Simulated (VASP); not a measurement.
# Pd (Fm-3m) in VASP: further runs

Aim: see how the results for Pd move with the level of theory and the settings. Levels: PBEsol, PBE. Tasks: equation of state.

Program: VASP 6.6.1. These are calculated values, not measurements. Logs are shortened: lines on timing, memory, paths and dates and some standing lists are left out, and cuts for length are marked.

## 1. Starting point

It takes space group Fm-3m (No. 225, cubic). Conventional cell: a = 3.893 Å, b = 3.893 Å, c = 3.893 Å, α = 90.00°, β = 90.00°, γ = 90.00°. Pd (site symmetry m-3m) is surrounded by 12 Pd at 2.75 Å.

## 2. Equation of state, PBEsol, 13.87 Å³/atom (volume scaled by 0.94)

The input, INCAR:

```
SYSTEM = Pd
PREC = Accurate
ENCUT = 520
EDIFF = 1E-7
ISMEAR = -1
SIGMA = 0.05
LREAL = .False.
LASPH = .True.
NELM = 60
ALGO = Normal
ISIF = 2
LWAVE = .False.
LCHARG = .False.
GGA = PS
NBANDS = 11
```

The input, KPOINTS:

```
Automatic mesh
0
Gamma
  12 12 12
  0 0 0
```

The input, POSCAR:

```
Pd
1.0
    0.0000000000      1.9067643606      1.9067643606
    1.9067643606      0.0000000000      1.9067643606
    1.9067643606      1.9067643606      0.0000000000
Pd
1
Direct
    0.0000000000      0.0000000000      0.0000000000
```

Potentials or basis: VASP PAW PBE potentials, release 64 (Pd).

On the command line:

```sh
$ cat potpaw_PBE.64/Pd/POTCAR > POTCAR
$ mpirun -np 1 vasp_std > vasp.out
```

OUTCAR:

```text
SYSTEM = Pd
   PREC = Accurate
   ENCUT = 520
   EDIFF = 1E-7
   ISMEAR = -1
   LREAL = .False.
   LASPH = .True.
   NELM = 60
   ISIF = 2
   GGA = PS

 Found     72 irreducible k-points:

 Following reciprocal coordinates:
            Coordinates               Weight
  0.000000  0.000000  0.000000      1.000000
  0.083333  0.000000  0.000000      8.000000
  0.166667  0.000000  0.000000      8.000000
  0.250000  0.000000  0.000000      8.000000
  0.333333  0.000000  0.000000      8.000000
  0.416667  0.000000  0.000000      8.000000
   k-points           NKPTS =     72   k-points in BZ     NKDIM =     72   number of bands    NBANDS=     11
   number of dos      NEDOS =    301   number of ions     NIONS =      1
   total plane-waves  NPLWV =   8000
   dimension x,y,z NGX =    20 NGY =   20 NGZ =   20
   dimension x,y,z NGXF=    40 NGYF=   40 NGZF=   40
   ions per type =               1
   NGX,Y,Z   is equivalent  to a cutoff of  12.33, 12.33, 12.33 a.u.
   NGXF,Y,Z  is equivalent  to a cutoff of  24.66, 24.66, 24.66 a.u.
 SYSTEM =  Pd
   PREC   = accura    normal or accurate (medium, high low for compatibility)
   ISTART =      0    job   : 0-new  1-cont  2-samecut
   ICHARG =      2    charge: 1-file 2-atom 10-const
   ISPIN  =      1    spin polarized calculation?
   LNONCOLLINEAR =      F non collinear calculations
   LSORBIT =      F    spin-orbit coupling
   LASPH  =      T    aspherical Exc in radial PAW
   ENCUT  =  520.0 eV  38.22 Ry    6.18 a.u.   5.01  5.01  5.01*2*pi/ulx,y,z
   NELM   =     60;   NELMIN=  2; NELMDL= -5     # of ELM steps
   EDIFF  = 0.1E-06   stopping-criterion for ELM
   LREAL  =      F    real-space projection
   EDIFFG = 0.1E-05   stopping-criterion for IOM
   NSW    =      0    number of steps for IOM
   IBRION =     -1    ionic relax: 0-MD 1-quasi-New 2-CG
   NFREE  =      0    steps in history (QN), initial steepest desc. (CG)
   ISIF   =      2    stress and relaxation
   ISYM   =      2    0-nonsym 1-usesym 2-fastsym
   POTIM  = 0.5000    time-step for ionic-motion
   TEBEG  =    0.0;   TEEND  =   0.0 temperature during run
   PSTRESS=    0.0 pullay stress
   NELECT =      10.0000    total number of electrons
   NUPDOWN=      -1.0000    fix difference up-down
   EMIN   =  10.00;   EMAX   =-10.00  energy-range for DOS
   EFERMI =   0.00;   METHOD = LEGACY
   ISMEAR =    -1;   SIGMA  =   0.05  broadening in eV -4-tet -1-fermi 0-gaus
   EFERMI_NEDOS =   21; number of points for ismear=-14 and -15
   IALGO  =     38    algorithm
   IMIX   =      4    mixing-type and parameters
     AMIX     =   0.40;   BMIX     =  1.00
     AMIX_MAG =   1.60;   BMIX_MAG =  1.00
  volume/ion in A,a.u.               =      13.87        93.57
  Fermi-wavevector in a.u.,A,eV,Ry     =   1.468141  2.774384 29.326520  2.155438
  Thomas-Fermi vector in A             =   2.583674
   LORBIT       =      0    0 simple, 1 ext, 2 COOP (PROOUT), +10 PAW based schemes
   GGA     = PS    functional components
   LHFCALC =     F    Hartree Fock is set to
   AEXX    =    0.0000 exact exchange contribution
   IVDW    =     0    specifies the selected vdW correction
   LEPSILON=     F    determine dielectric tensor
   LRPA    =     F    only Hartree local field effects (RPA)
 non-spin polarized calculation
  energy-cutoff  :      520.00
  volume of cell :       13.87
 maximum number of plane-waves:       388
   NGX =  9   NGY =  9   NGZ =  9

 number of electron      10.0000004 magnetization

 Free energy of the ion-electron system (eV)
  ---------------------------------------------------
  ext. energy  EPLUGINS =         0.00000000
  ---------------------------------------------------
  free energy    TOTEN  =        -5.95480008 eV

  energy without entropy =       -5.93691127  energy(sigma->0) =       -5.94585568

 E-fermi :  10.6765     XC(G=0): -13.7709

 val. band max:       10.6740315576   @ k =   0.4167   0.2500   0.0000
 cond. band min:      10.6787454207   @ k =   0.5000   0.0000   0.0000
 fundamental gap:      0.0047138630
 Fermi energy:        10.6765133481

 k-point     1 :       0.0000    0.0000    0.0000
  band No.  band energies     occupation
      1       2.9710      2.00000
      2       7.5408      2.00000
      3       7.5408      2.00000
      4       7.5408      2.00000
      5       9.3465      2.00000
      6       9.3465      2.00000
      7      27.8405      0.00000
      8      32.9705      0.00000
      9      32.9705      0.00000
     10      32.9705      0.00000
     11      36.5290      0.00000

 k-point     2 :       0.0833    0.0000    0.0000
  band No.  band energies     occupation
      1       3.2354      2.00000
      2       7.4434      2.00000
      3       7.6343      2.00000
      4       7.6343      2.00000
      5       9.3015      2.00000
      6       9.3015      2.00000
      7      28.1451      0.00000
      8      31.4676      0.00000
      9      33.3030      0.00000
     10      33.3030      0.00000
     11      36.5673      0.00000

 k-point     3 :       0.1667    0.0000    0.0000
  band No.  band energies     occupation
      1       3.9472      2.00000
      2       7.2738      2.00000
      3       7.8240      2.00000
      4       7.8240      2.00000
      5       9.2683      2.00000
      6       9.2683      2.00000
      7      28.3036      0.00000
      8      29.2875      0.00000
      9      34.1909      0.00000
     10      34.1909      0.00000
     11      36.5787      0.00000

 k-point     4 :       0.2500    0.0000    0.0000
  band No.  band energies     occupation
      1       4.7261      2.00000
      2       7.4883      2.00000
      3       7.8649      2.00000
      4       7.8649      2.00000
      5       9.5021      2.00000
      6       9.5021      2.00000
      7      25.6805      0.00000
      8      29.0433      0.00000
      9      35.0907      0.00000
     10      35.0907      0.00000
     11      36.5024      0.00000

 k-point     5 :       0.3333    0.0000    0.0000
  band No.  band energies     occupation
      1       4.9769      2.00000
      2       7.7144      2.00000
      3       7.7144      2.00000
      4       8.6927      2.00000
      5      10.0062      2.00000
      6      10.0062      2.00000
      7      22.6283      0.00000
      8      28.2462      0.00000
      9      34.2216      0.00000
     10      34.2216      0.00000
     11      37.5172      0.00000

 k-point     6 :       0.4167    0.0000    0.0000
  band No.  band energies     occupation
      1       4.9022      2.00000
      2       7.5534      2.00000
      3       7.5534      2.00000
      4      10.4657      1.97089
      5      10.4846      1.95782
      6      10.4846      1.95782
      7      19.8353      0.00000
      8      27.4945      0.00000
      9      32.8455      0.00000
     10      32.8455      0.00000
     11      36.5574      0.00000

 [... further k-points ...]

------------------------ aborting loop because EDIFF is reached ----------------------------------------

  FORCE on cell =-STRESS in cart. coord.  units (eV):
  Direction    XX          YY          ZZ          XY          YZ          ZX
  --------------------------------------------------------------------------------------
  -------------------------------------------------------------------------------------
  Total        0.9129956      0.9129956      0.9129956      0.0000000     -0.0000000      0.0000000
  in kB      105.5013950    105.5013950    105.5013950      0.0000000     -0.0000000      0.0000000
  external PRESSURE =     105.5013950 kB  Pullay stress =       0.0000000 kB

 VOLUME and BASIS-vectors are now :
 -----------------------------------------------------------------------------
  energy-cutoff  :      520.00
  volume of cell :       13.87
      direct lattice vectors                 reciprocal lattice vectors
     0.000000000  1.906764361  1.906764361    -0.262224326  0.262224326  0.262224326
     1.906764361  0.000000000  1.906764361     0.262224326 -0.262224326  0.262224326
     1.906764361  1.906764361  0.000000000     0.262224326  0.262224326 -0.262224326

 POSITION                                       TOTAL-FORCE (eV/Angst)
 -----------------------------------------------------------------------------------
      0.00000      0.00000      0.00000         0.000000     -0.000000     -0.000000
 -----------------------------------------------------------------------------------
    total drift:                                0.000000      0.000000      0.000000

  FREE ENERGIE OF THE ION-ELECTRON SYSTEM (eV)
  ---------------------------------------------------
  free  energy   TOTEN  =        -5.9548000836 eV

  energy  without entropy=       -5.9369112674  energy(sigma->0) =       -5.94585568
```

It took 9.5 s on 1 thread of Intel Xeon Platinum 8259CL at 2.50GHz (Skylake/Cascade Lake), shared host; peak memory 0.13 GiB.

What came out:

* Free energy: -5.9548 eV
* Pressure: 10.6 GPa
* Band gap on the k mesh: none (metal or under the smearing width)

Caveat: the PAW data sets were made with another functional, which shifts forces and pressure a little.

## 3. Equation of state, PBEsol, 14.16 Å³/atom (volume scaled by 0.96)

INCAR is that of step 2.

KPOINTS is that of step 2.

The input, POSCAR:

```
Pd
1.0
    0.0000000000      1.9201927211      1.9201927211
    1.9201927211      0.0000000000      1.9201927211
    1.9201927211      1.9201927211      0.0000000000
Pd
1
Direct
    0.0000000000      0.0000000000      0.0000000000
```

Potentials or basis: VASP PAW PBE potentials, release 64 (Pd).

On the command line:

```sh
$ cat potpaw_PBE.64/Pd/POTCAR > POTCAR
$ mpirun -np 1 vasp_std > vasp.out
```

It took 9.5 s on 1 thread of Intel Xeon Platinum 8259CL at 2.50GHz (Skylake/Cascade Lake), shared host; peak memory 0.13 GiB.

The run converged. Its results:

| Property | Result |
| --- | --- |
| Free energy | -5.9695 eV |
| Pressure | 5.3 GPa |
| Band gap on the k mesh | none (metal or under the smearing width) |

Caveat: the PAW data sets were made with another functional, which shifts forces and pressure a little.

## 4. Equation of state, PBEsol, 14.46 Å³/atom (volume scaled by 0.98)

INCAR is that of step 3.

KPOINTS is that of step 3.

The input, POSCAR:

```
Pd
1.0
    0.0000000000      1.9334358480      1.9334358480
    1.9334358480      0.0000000000      1.9334358480
    1.9334358480      1.9334358480      0.0000000000
Pd
1
Direct
    0.0000000000      0.0000000000      0.0000000000
```

On the command line:

```sh
$ cat potpaw_PBE.64/Pd/POTCAR > POTCAR
$ mpirun -np 1 vasp_std > vasp.out
```

Wall time 9.2 s (1 thread of Intel Xeon Platinum 8259CL at 2.50GHz (Skylake/Cascade Lake), shared host); peak memory 0.13 GiB.

It converged, with:

```
Free energy            : -5.9752 eV
Pressure               : 0.8 GPa
Band gap on the k mesh : none (metal or under the smearing width)
```

Caveat: the PAW data sets were made with another functional, which shifts forces and pressure a little.

## 5. Equation of state, PBEsol, 15.05 Å³/atom (volume scaled by 1.02)

INCAR is that of step 4.

KPOINTS is that of step 4.

The input, POSCAR:

```
Pd
1.0
    0.0000000000      1.9593911042      1.9593911042
    1.9593911042      0.0000000000      1.9593911042
    1.9593911042      1.9593911042      0.0000000000
Pd
1
Direct
    0.0000000000      0.0000000000      0.0000000000
```

On the command line:

```sh
$ cat potpaw_PBE.64/Pd/POTCAR > POTCAR
$ mpirun -np 1 vasp_std > vasp.out
```

Wall time 11 s (1 thread of Intel Xeon Platinum 8259CL at 2.50GHz (Skylake/Cascade Lake), shared host); peak memory 0.14 GiB.

Results (log left out):

```yaml
Free_energy: -5.9640 eV
Pressure: -6.7 GPa
Band_gap_on_the_k_mesh: none (metal or under the smearing width)
```

Caveat: the PAW data sets were made with another functional, which shifts forces and pressure a little.

## 6. Equation of state, PBEsol, 15.34 Å³/atom (volume scaled by 1.04)

INCAR is that of step 5.

KPOINTS is that of step 5.

The input, POSCAR:

```
Pd
1.0
    0.0000000000      1.9721147795      1.9721147795
    1.9721147795      0.0000000000      1.9721147795
    1.9721147795      1.9721147795      0.0000000000
Pd
1
Direct
    0.0000000000      0.0000000000      0.0000000000
```

Potentials or basis: VASP PAW PBE potentials, release 64 (Pd).

On the command line:

```sh
$ cat potpaw_PBE.64/Pd/POTCAR > POTCAR
$ mpirun -np 1 vasp_std > vasp.out
```

Wall time 10 s (1 thread of Intel Xeon Platinum 8259CL at 2.50GHz (Skylake/Cascade Lake), shared host); peak memory 0.14 GiB.

It converged, with:

| Quantity | Value |
| --- | --- |
| Free energy | -5.9490 eV |
| Pressure | -9.8 GPa |
| Band gap on the k mesh | none (metal or under the smearing width) |

Caveat: the PAW data sets were made with another functional, which shifts forces and pressure a little.

## 7. Equation of state, PBEsol, 15.64 Å³/atom (volume scaled by 1.06)

INCAR is that of step 6.

KPOINTS is that of step 6.

The input, POSCAR:

```
Pd
1.0
    0.0000000000      1.9846763588      1.9846763588
    1.9846763588      0.0000000000      1.9846763588
    1.9846763588      1.9846763588      0.0000000000
Pd
1
Direct
    0.0000000000      0.0000000000      0.0000000000
```

On the command line:

```sh
$ cat potpaw_PBE.64/Pd/POTCAR > POTCAR
$ mpirun -np 1 vasp_std > vasp.out
```

Wall time 11 s (1 thread of Intel Xeon Platinum 8259CL at 2.50GHz (Skylake/Cascade Lake), shared host); peak memory 0.15 GiB.

Results (log left out):

* Free energy: -5.9287 eV
* Pressure: -12.4 GPa
* Band gap on the k mesh: none (metal or under the smearing width)

Caveat: the PAW data sets were made with another functional, which shifts forces and pressure a little.

## 8. Equation of state, PBEsol

Potentials or basis: VASP PAW PBE potentials, release 64 (Pd).

No new run: the results of the series are fitted here.

Results:

```yaml
Equilibrium_volume: 14.52 Å³/atom
Bulk_modulus: 204 GPa
Pressure_derivative_of_the_bulk_modulus: 5.6
```

Energy against volume, from the lowest point:
```csv
volume (Å³/atom),energy (meV/atom)
13.865,20.41
14.160,5.69
14.455,0.00
14.750,2.16
15.045,11.20
15.340,26.24
15.635,46.53
```

Caveat: the PAW data sets were made with another functional, which shifts forces and pressure a little.

## 9. Equation of state, PBE, 13.87 Å³/atom (volume scaled by 0.94)

The input, INCAR:

```
ALGO = Normal ; EDIFF = 1E-7
ENCUT = 520 ; GGA = PE
ISIF = 2 ; ISMEAR = -1
LASPH = True ; LCHARG = False
LREAL = False ; LWAVE = False
NBANDS = 11 ; NELM = 60
PREC = Accurate ; SIGMA = 0.05
```

The input, KPOINTS:

```
k-points
0
Gamma
  12 12 12
```

The input, POSCAR:

```
Pd
1.0
    0.0000000000      1.9067643606      1.9067643606
    1.9067643606      0.0000000000      1.9067643606
    1.9067643606      1.9067643606      0.0000000000
Pd
1
Direct
    0.0000000000      0.0000000000      0.0000000000
```

Potentials or basis: VASP PAW PBE potentials, release 64 (Pd).

On the command line:

```sh
$ cat potpaw_PBE.64/Pd/POTCAR > POTCAR
$ mpirun -np 1 vasp_std > vasp.out
```

It took 6.9 s on 1 thread of AMD EPYC 9R45 (Zen 5), shared host; peak memory 0.09 GiB.

The run converged. Its results:

- Free energy: -5.1443 eV
- Pressure: 21.4 GPa
- Band gap on the k mesh: none (metal or under the smearing width)

## 10. Equation of state, PBE, 14.16 Å³/atom (volume scaled by 0.96)

Changes to INCAR since step 9:

```diff
@@ -5,3 +5,3 @@
 LREAL = False ; LWAVE = False
-NBANDS = 11 ; NELM = 60
+NBANDS = 11 ; NELM = 80
 PREC = Accurate ; SIGMA = 0.05
```

KPOINTS is that of step 9.

The input, POSCAR:

```
Pd
1.0
    0.0000000000      1.9201927211      1.9201927211
    1.9201927211      0.0000000000      1.9201927211
    1.9201927211      1.9201927211      0.0000000000
Pd
1
Direct
    0.0000000000      0.0000000000      0.0000000000
```

On the command line:

```sh
$ cat potpaw_PBE.64/Pd/POTCAR > POTCAR
$ mpirun -np 1 vasp_std > vasp.out
```

Wall time 7.2 s (1 thread of AMD EPYC 9R45 (Zen 5), shared host); peak memory 0.09 GiB.

Results (log left out):

```yaml
Free_energy: -5.1786 eV
Pressure: 15.8 GPa
Band_gap_on_the_k_mesh: none (metal or under the smearing width)
```

## 11. Equation of state, PBE, 14.46 Å³/atom (volume scaled by 0.98)

The input, INCAR:

```
SYSTEM = Pd
PREC = Accurate
ENCUT = 520
EDIFF = 1E-7
ISMEAR = -1
SIGMA = 0.05
LREAL = .False.
LASPH = .True.
NELM = 60
ALGO = Normal
ISIF = 2
LWAVE = .False.
LCHARG = .False.
GGA = PE
NBANDS = 11
```

The input, KPOINTS:

```
Automatic mesh
0
Gamma
  12 12 12
  0 0 0
```

The input, POSCAR:

```
Pd
1.0
    0.0000000000      1.9334358480      1.9334358480
    1.9334358480      0.0000000000      1.9334358480
    1.9334358480      1.9334358480      0.0000000000
Pd
1
Direct
    0.0000000000      0.0000000000      0.0000000000
```

On the command line:

```sh
$ cat potpaw_PBE.64/Pd/POTCAR > POTCAR
$ mpirun -np 1 vasp_std > vasp.out
```

Wall time 7.4 s (1 thread of AMD EPYC 9R45 (Zen 5), shared host); peak memory 0.1 GiB.

Results (log left out):

| Item | Value |
| --- | --- |
| Free energy | -5.2033 eV |
| Pressure | 10.9 GPa |
| Band gap on the k mesh | none (metal or under the smearing width) |

## 12. Equation of state, PBE, 15.05 Å³/atom (volume scaled by 1.02)

Changes to INCAR since step 11:

```diff
@@ -8,3 +8,3 @@
 LASPH = .True.
-NELM = 60
+NELM = 100
 ALGO = Normal
```

KPOINTS is that of step 11.

The input, POSCAR:

```
Pd
1.0
    0.0000000000      1.9593911042      1.9593911042
    1.9593911042      0.0000000000      1.9593911042
    1.9593911042      1.9593911042      0.0000000000
Pd
1
Direct
    0.0000000000      0.0000000000      0.0000000000
```

Potentials or basis: VASP PAW PBE potentials, release 64 (Pd).

On the command line:

```sh
$ cat potpaw_PBE.64/Pd/POTCAR > POTCAR
$ mpirun -np 1 vasp_std > vasp.out
```

It took 8.5 s on 1 thread of AMD EPYC 9R45 (Zen 5), shared host; peak memory 0.11 GiB.

The run converged. Its results:

- Free energy: -5.2283 eV
- Pressure: 2.8 GPa
- Band gap on the k mesh: none (metal or under the smearing width)

## 13. Equation of state, PBE, 15.34 Å³/atom (volume scaled by 1.04)

The input, INCAR:

```
SYSTEM = Pd
PREC = Accurate
ENCUT = 520
EDIFF = 1E-7
ISMEAR = -1
SIGMA = 0.05
LREAL = .FALSE.
LASPH = .TRUE.
NELM = 80
ALGO = Normal
ISIF = 2
LWAVE = .FALSE.
LCHARG = .FALSE.
GGA = PE
NBANDS = 11
```

The input, KPOINTS:

```
regular mesh
0
G
  12 12 12
  0 0 0
```

The input, POSCAR:

```
Pd
1.0
    0.0000000000      1.9721147795      1.9721147795
    1.9721147795      0.0000000000      1.9721147795
    1.9721147795      1.9721147795      0.0000000000
Pd
1
Direct
    0.0000000000      0.0000000000      0.0000000000
```

On the command line:

```sh
$ cat potpaw_PBE.64/Pd/POTCAR > POTCAR
$ mpirun -np 1 vasp_std > vasp.out
```

Run time: 10 s. Hardware: 1 thread of AMD EPYC 9R45 (Zen 5), shared host; peak memory 0.11 GiB.

The run converged. Its results:

```
Free energy            : -5.2304 eV
Pressure               : -0.6 GPa
Band gap on the k mesh : none (metal or under the smearing width)
```

## 14. Equation of state, PBE, 15.64 Å³/atom (volume scaled by 1.06)

The input, INCAR:

```
PREC = Accurate
ENCUT = 520
EDIFF = 1E-7
ISMEAR = -1
SIGMA = 0.05
LREAL = False
LASPH = True
NELM = 100
ALGO = Normal
ISIF = 2
LWAVE = False
LCHARG = False
GGA = PE
NBANDS = 11
```

The input, KPOINTS:

```
Automatic mesh
0
Gamma
  12 12 12
```

The input, POSCAR:

```
Pd
1.0
    0.0000000000      1.9846763588      1.9846763588
    1.9846763588      0.0000000000      1.9846763588
    1.9846763588      1.9846763588      0.0000000000
Pd
1
Direct
    0.0000000000      0.0000000000      0.0000000000
```

On the command line:

```sh
$ cat potpaw_PBE.64/Pd/POTCAR > POTCAR
$ mpirun -np 1 vasp_std > vasp.out
```

Wall time 10 s (1 thread of AMD EPYC 9R45 (Zen 5), shared host); peak memory 0.11 GiB.

The run converged. Its results:

| Item | Value |
| --- | --- |
| Free energy | -5.2267 eV |
| Pressure | -3.6 GPa |
| Band gap on the k mesh | none (metal or under the smearing width) |

## 15. Equation of state, PBE

Potentials or basis: VASP PAW PBE potentials, release 64 (Pd).

No new run: the results of the series are fitted here.

What came out:

| Quantity | Value |
| --- | --- |
| Equilibrium volume | 15.29 Å³/atom |
| Bulk modulus | 168 GPa |
| Pressure derivative of the bulk modulus | 5.4 |

Energy against volume, from the lowest point:
```tsv
volume (Å³/atom)	energy (meV/atom)
13.865	86.09
14.160	51.77
14.455	27.10
14.750	10.87
15.045	2.13
15.340	0.00
15.635	3.73
```
